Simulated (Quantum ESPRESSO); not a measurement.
Wanted: an ASE script for a Quantum ESPRESSO 7.5 run.

| Quantity | Value |
| --- | --- |
| Task | single point |
| Functional | vdW-DF-cx |
| Potentials or basis | PseudoDojo 0.4 SR PBE stringent |
| Cutoff | 1796 eV |
| Density cutoff | 7184 eV |
| k mesh | 4 × 5 × 3 |
| Occupations | fermi-dirac, width 0.136 eV |
| Spin | no spin polarisation |
| Mixing beta | 0.5 |
| Most SCF iterations | 120 |
| SCF threshold | 4e-10 Ry |

The structure of Hf lies in Hf.xyz:

```xyz
2
Lattice="0.0047565400 -2.2356324700 -2.2398724100 0.0129471300 2.2133219800 -2.2175619100 4.3782205400 0.0081905900 -0.0177036700" Properties=species:S:1:pos:R:3 pbc="T T T"
Hf     2.2130014554     -0.0204067899     -2.2534138248
Hf     4.3808848596     -0.0007730601     -4.4592931602
```

This isn't the form of Hf at room conditions, which is hcp.

These files were run (other wordings do the same):

run.py

```python
import numpy as np
from ase.calculators.espresso import Espresso, EspressoProfile
from ase.io import read

atoms = read('Hf.xyz')

input_data = {
    'control': {'calculation': 'scf', 'prefix': 'pwscf', 'outdir': './tmp', 'tprnfor': True, 'tstress': True, 'disk_io': 'nowf'},
    'system': {'ecutwfc': 132.0, 'nbnd': 36, 'input_dft': 'vdw-df-cx', 'occupations': 'smearing', 'smearing': 'fd', 'degauss': 0.00999582, 'nosym': True},
    'electrons': {'conv_thr': 4e-10, 'electron_maxstep': 120, 'mixing_beta': 0.5, 'diagonalization': 'rmm-davidson'},
}
pseudopotentials = {'Hf': 'Hf.upf'}
profile = EspressoProfile(command='pw.x', pseudo_dir='pseudo')
dft = Espresso(profile=profile, input_data=input_data, pseudopotentials=pseudopotentials, kpts=(4, 5, 3), koffset=(0, 0, 0))
atoms.calc = dft

print(f'energy {atoms.get_potential_energy():.8f} eV')
print('forces (eV/A)')
print(np.round(atoms.get_forces(), 6))
print('stress (eV/A^3, Voigt)')
print(np.round(atoms.get_stress(), 8))
print(f'Fermi level {dft.get_fermi_level():.4f} eV')
```

Potentials or basis: PseudoDojo 0.4 SR PBE stringent.

The run is started by

```console
$ OMP_NUM_THREADS=1 python run.py
```

Results of the run:

* Pressure: -2.7 GPa
* Largest force: 0.204 eV/Å
* Band gap on the k mesh: none (metal or under the smearing width)

Caveat: the k mesh is coarse (spacing up to 0.50 Å⁻¹), so the values aren't converged; the potentials were made for another functional, which shifts forces and pressure.

It took 110 s on 1 thread of AMD EPYC 9R45 (Zen 5), on a shared host, peak memory 0.3 GiB.
